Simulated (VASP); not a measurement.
# SiO2 (P4_2/mnm) in VASP: further runs, part 2 of 2

VASP 6.6.1. The steps go on from the part before.

## Step 3: Single point, PBEsol

INCAR

```
PREC = Accurate ; ENCUT = 520
EDIFF = 1E-6 ; ISMEAR = 0
SIGMA = 0.02 ; LREAL = F
LASPH = T ; NELM = 60
ALGO = Normal ; ISIF = 2
LWAVE = F ; LCHARG = T
GGA = PS ; LELF = T
LVHAR = T
```

KPOINTS

```
regular mesh
0
Gamma
  8 8 14
```

POSCAR

```
SiO2
1.0
    4.1922600000      0.0000000000      0.0000000000
    0.0000000000      4.1922600000      0.0000000000
    0.0000000000      0.0000000000      2.6825200000
Si O
2 4
Direct
    0.0000000000      0.0000000000      0.0000000000
    0.5000000000      0.5000000000      0.5000000000
    0.3058400000      0.3058400000      0.0000000000
    0.1941600000      0.8058400000      0.5000000000
    0.6941600000      0.6941600000      1.0000000000
    0.8058400000      0.1941600000      0.5000000000
```

Potentials or basis: VASP PAW PBE potentials, release 64 (Si, O).

Launch:

```console
$ cat potpaw_PBE.64/Si/POTCAR potpaw_PBE.64/O/POTCAR > POTCAR
$ mpirun -np 1 vasp_std > vasp.out
```

It took 57 s on 1 thread of Intel Xeon Platinum 8259CL at 2.50GHz (Skylake/Cascade Lake), shared host; peak memory 0.21 GiB.

It converged, with:

```yaml
Free_energy: -48.9858 eV
Pressure: 0.4 GPa
Band_gap_on_the_k_mesh: 5.34 eV, direct
```

Forces on the atoms (eV/Å):
```
Si   0.000  0.000  0.000
Si   0.000  0.000  0.000
O   -0.002 -0.002  0.000
O    0.002 -0.002  0.000
O    0.002  0.002  0.000
O   -0.002  0.002  0.000
```

Levels at points of the mesh, in eV from the valence-band top:
| k point | band 14 | band 15 | band 16 | band 17 | band 18 | band 19 |
| --- | --- | --- | --- | --- | --- | --- |
| (0.00, 0.00, 0.00) | -0.88 | -0.88 | 0.00 | 5.34 | 6.44 | 8.21 |
| (0.50, 0.00, 0.00) | -2.69 | -1.07 | -1.07 | 7.48 | 7.48 | 8.79 |
| (0.50, 0.50, 0.00) | -2.70 | -2.27 | -2.27 | 7.17 | 7.17 | 9.79 |
| (0.00, 0.00, 0.50) | -3.09 | -2.68 | -2.68 | 8.86 | 8.86 | 12.33 |
| (0.50, 0.00, 0.50) | -2.28 | -1.76 | -1.76 | 8.56 | 8.56 | 9.62 |
| (0.50, 0.50, 0.50) | -1.76 | -1.55 | -1.55 | 6.94 | 6.94 | 10.75 |

Caveat: the PAW data sets were made with another functional, which shifts forces and pressure a little. A k mesh can miss the band edges.

## Step 4: Single point, PBEsol

Edit INCAR of step 3 so:

```diff
@@ -2,3 +2,3 @@
 EDIFF = 1E-6 ; ISMEAR = 0
-SIGMA = 0.02 ; LREAL = F
+SIGMA = 0.5 ; LREAL = F
 LASPH = T ; NELM = 60
```

KPOINTS

```
regular mesh
0
Gamma
  6 6 8
```

POSCAR is that of step 3.

Launch:

```console
$ cat potpaw_PBE.64/Si/POTCAR potpaw_PBE.64/O/POTCAR > POTCAR
$ mpirun -np 1 vasp_std > vasp.out
```

Run time: 26 s. Hardware: 1 thread of Intel Xeon Platinum 8259CL at 2.50GHz (Skylake/Cascade Lake), shared host; peak memory 0.17 GiB.

The run converged. Its results:

```yaml
Free_energy: -48.9858 eV
Pressure: 0.4 GPa
Band_gap_on_the_k_mesh: 5.34 eV, direct
```

Forces on the atoms (eV/Å):
```
Si   0.000  0.000  0.000
Si   0.000  0.000  0.000
O   -0.002 -0.002  0.000
O    0.002 -0.002  0.000
O    0.002  0.002  0.000
O   -0.002  0.002  0.000
```

Levels at points of the mesh, in eV from the valence-band top:
```
           k point  band 13  band 14  band 15  band 16  band 17  band 18  band 19  band 20
(0.00, 0.00, 0.00)    -2.52    -0.88    -0.88     0.00     5.34     6.44     8.21     8.21
(0.50, 0.00, 0.00)    -2.69    -2.69    -1.07    -1.07     7.48     7.48     8.79     8.79
(0.50, 0.50, 0.00)    -2.70    -2.70    -2.27    -2.27     7.17     7.17     9.79     9.79
(0.00, 0.00, 0.50)    -3.09    -3.09    -2.68    -2.68     8.86     8.86    12.33    12.33
(0.50, 0.00, 0.50)    -2.28    -2.28    -1.76    -1.76     8.56     8.56     9.62     9.62
(0.50, 0.50, 0.50)    -1.76    -1.76    -1.55    -1.55     6.94     6.94    10.75    10.75
```

Caveat: the PAW data sets were made with another functional, which shifts forces and pressure a little.

## Step 5: Single point, PBEsol

INCAR

```
PREC = Accurate ; ENCUT = 900
EDIFF = 1E-6 ; ISMEAR = 0
SIGMA = 0.02 ; LREAL = F
LASPH = T ; NELM = 60
ALGO = Normal ; ISIF = 2
LWAVE = F ; LCHARG = T
GGA = PS ; LELF = T
LVHAR = T
```

KPOINTS is that of step 4.

POSCAR is that of step 4.

Potentials or basis: VASP PAW PBE potentials, release 64 (Si, O_h).

Launch:

```console
$ cat potpaw_PBE.64/Si/POTCAR potpaw_PBE.64/O_h/POTCAR > POTCAR
$ mpirun -np 1 vasp_std > vasp.out
```

It took 83 s on 1 thread of Intel Xeon Platinum 8259CL at 2.50GHz (Skylake/Cascade Lake), shared host; peak memory 0.26 GiB.

Results (log left out):

```yaml
Free_energy: -49.0394 eV
Pressure: -0.5 GPa
Largest_force: 0.014 eV/Å
Band_gap_on_the_k_mesh: 5.35 eV, direct
```

Forces on the atoms (eV/Å):
```
Si   0.000  0.000  0.000
Si   0.000  0.000  0.000
O    0.010  0.010  0.000
O   -0.010  0.010  0.000
O   -0.010 -0.010  0.000
O    0.010 -0.010  0.000
```

Stress tensor (GPa, compression positive):
```
-0.39  0.00  0.00
 0.00 -0.39  0.00
 0.00  0.00 -0.76
```

Levels at points of the mesh, in eV from the valence-band top:
```tsv
k point	band 12	band 13	band 14	band 15	band 16	band 17	band 18	band 19	band 20
(0.00, 0.00, 0.00)	-3.13	-2.51	-0.88	-0.88	0.00	5.35	6.46	8.22	8.22
(0.50, 0.00, 0.00)	-3.88	-2.68	-2.68	-1.07	-1.07	7.50	7.50	8.81	8.81
(0.50, 0.50, 0.00)	-3.26	-2.69	-2.69	-2.27	-2.27	7.19	7.19	9.80	9.80
(0.00, 0.00, 0.50)	-4.62	-3.09	-3.09	-2.67	-2.67	8.88	8.88	12.34	12.35
(0.50, 0.00, 0.50)	-3.99	-2.27	-2.27	-1.76	-1.76	8.57	8.57	9.63	9.63
(0.50, 0.50, 0.50)	-4.48	-1.75	-1.75	-1.55	-1.55	6.96	6.96	10.76	10.76
```

Caveat: the cutoff is under 1.25 times the usual one of these potentials, so pressure, stress and relaxed cells hold a basis-set (Pulay) error; the PAW data sets were made with another functional, which shifts forces and pressure a little.

## Step 6: Single point, r2SCAN

INCAR

```
PREC = Accurate ; ENCUT = 520
EDIFF = 1E-6 ; ISMEAR = 0
SIGMA = 0.02 ; LREAL = F
LASPH = T ; NELM = 60
ALGO = Normal ; ISIF = 2
LWAVE = F ; LCHARG = T
METAGGA = R2SCAN ; LMIXTAU = T
LELF = T ; LVHAR = T
```

KPOINTS is that of step 5.

POSCAR is that of step 5.

Potentials or basis: VASP PAW PBE potentials, release 64 (Si, O).

Launch:

```console
$ cat potpaw_PBE.64/Si/POTCAR potpaw_PBE.64/O/POTCAR > POTCAR
$ mpirun -np 1 vasp_std > vasp.out
```

OUTCAR:

```text
PREC = Accurate
   ENCUT = 520
   EDIFF = 1E-6
   ISMEAR = 0
   LREAL = F
   LASPH = T
   NELM = 60
   ISIF = 2
   METAGGA = R2SCAN

 ion  position               nearest neighbor table
   1  0.000  0.000  0.000-   4 1.77   6 1.77   4 1.77   6 1.77   5 1.81   3 1.81
   2  0.500  0.500  0.500-   3 1.77   5 1.77   3 1.77   5 1.77   4 1.81   6 1.81
   3  0.306  0.306  0.000-   2 1.77   2 1.77   1 1.81
   4  0.194  0.806  0.500-   1 1.77   1 1.77   2 1.81
   5  0.694  0.694  0.000-   2 1.77   2 1.77   1 1.81
   6  0.806  0.194  0.500-   1 1.77   1 1.77   2 1.81

  LATTYP: Found a simple tetragonal cell.
[... 761 lines left out ...]
  -------------------------------------------------------------------------------------
  Total       -0.6863960     -0.6863960     -1.0361548     -0.0000000      0.0000000      0.0000000
  in kB      -23.3263051    -23.3263051    -35.2124184     -0.0000000      0.0000000      0.0000000
  external PRESSURE =     -27.2883429 kB  Pullay stress =       0.0000000 kB

 VOLUME and BASIS-vectors are now :
 -----------------------------------------------------------------------------
  energy-cutoff  :      520.00
  volume of cell :       47.15
      direct lattice vectors                 reciprocal lattice vectors
     4.192260000  0.000000000  0.000000000     0.238534824  0.000000000  0.000000000
     0.000000000  4.192260000  0.000000000     0.000000000  0.238534824  0.000000000
     0.000000000  0.000000000  2.682520000     0.000000000  0.000000000  0.372783800

 POSITION                                       TOTAL-FORCE (eV/Angst)
 -----------------------------------------------------------------------------------
      0.00000      0.00000      0.00000         0.000000     -0.000000      0.000000
      2.09613      2.09613      1.34126         0.000000     -0.000000      0.000000
      1.28216      1.28216      0.00000         0.045406      0.045406     -0.000000
      0.81397      3.37829      1.34126        -0.045406      0.045406      0.000000
      2.91010      2.91010      0.00000        -0.045406     -0.045406      0.000000
      3.37829      0.81397      1.34126         0.045406     -0.045406      0.000000
 -----------------------------------------------------------------------------------
    total drift:                                0.000000     -0.000000     -0.000000

  FREE ENERGIE OF THE ION-ELECTRON SYSTEM (eV)
  ---------------------------------------------------
  free  energy   TOTEN  =       -58.7835017303 eV

  energy  without entropy=      -58.7835017303  energy(sigma->0) =      -58.78350173
```

Wall time 100 s (1 thread of Intel Xeon Platinum 8259CL at 2.50GHz (Skylake/Cascade Lake), shared host); peak memory 0.18 GiB.

What came out:

| Quantity | Value |
| --- | --- |
| Free energy | -58.7835 eV |
| Pressure | -2.7 GPa |
| Largest force | 0.064 eV/Å |
| Band gap on the k mesh | 6.33 eV, direct |

Forces on the atoms (eV/Å):
```
Si   0.000  0.000  0.000
Si   0.000  0.000  0.000
O    0.045  0.045  0.000
O   -0.045  0.045  0.000
O   -0.045 -0.045  0.000
O    0.045 -0.045  0.000
```

Stress tensor (GPa, compression positive):
```
-2.33  0.00  0.00
 0.00 -2.33  0.00
 0.00  0.00 -3.52
```

Levels at points of the mesh, in eV from the valence-band top:
| k point | band 13 | band 14 | band 15 | band 16 | band 17 | band 18 | band 19 | band 20 |
| --- | --- | --- | --- | --- | --- | --- | --- | --- |
| (0.00, 0.00, 0.00) | -2.51 | -0.88 | -0.88 | 0.00 | 6.33 | 7.55 | 9.34 | 9.34 |
| (0.50, 0.00, 0.00) | -2.71 | -2.71 | -1.06 | -1.06 | 8.55 | 8.55 | 9.93 | 9.93 |
| (0.50, 0.50, 0.00) | -2.68 | -2.68 | -2.28 | -2.28 | 8.26 | 8.26 | 10.93 | 10.93 |
| (0.00, 0.00, 0.50) | -3.08 | -3.08 | -2.68 | -2.68 | 10.01 | 10.01 | 13.64 | 13.64 |
| (0.50, 0.00, 0.50) | -2.28 | -2.28 | -1.78 | -1.78 | 9.70 | 9.70 | 10.81 | 10.81 |
| (0.50, 0.50, 0.50) | -1.75 | -1.75 | -1.59 | -1.59 | 8.03 | 8.03 | 11.96 | 11.96 |

Caveat: the PAW data sets were made with another functional, which shifts forces and pressure a little.

## Step 7: The runs side by side

| level | potentials or basis | k mesh | cutoff (eV) | smearing | gap on the mesh (eV) | pressure (GPa) | largest force (eV/Å) |
| --- | --- | --- | --- | --- | --- | --- | --- |
| PBEsol | VASP PAW PBE potentials, release 64 (Si, O) | 6 × 6 × 8 | 700 | gaussian 0.02 eV | 5.34 | 0.0 | - |
| PBEsol | VASP PAW PBE potentials, release 64 (Si, O) | 8 × 8 × 14 | 520 | gaussian 0.02 eV | 5.34 | 0.4 | - |
| PBEsol | VASP PAW PBE potentials, release 64 (Si, O) | 6 × 6 × 8 | 520 | gaussian 0.5 eV | 5.34 | 0.4 | - |
| PBEsol | VASP PAW PBE potentials, release 64 (Si, O_h) | 6 × 6 × 8 | 900 | gaussian 0.02 eV | 5.35 | -0.5 | 0.01 |
| r2SCAN | VASP PAW PBE potentials, release 64 (Si, O) | 6 × 6 × 8 | 520 | gaussian 0.02 eV | 6.33 | -2.7 | 0.06 |

Alike in all rows: task single point; no spin polarisation; cell as given.

Caveats: the PAW data sets were made with another functional, which shifts forces and pressure a little; the cutoff is under 1.25 times the usual one of these potentials, so pressure, stress and relaxed cells hold a basis-set (Pulay) error (some runs).

Total energies depend on the potentials used, so only differences within one code and one set of settings carry meaning.
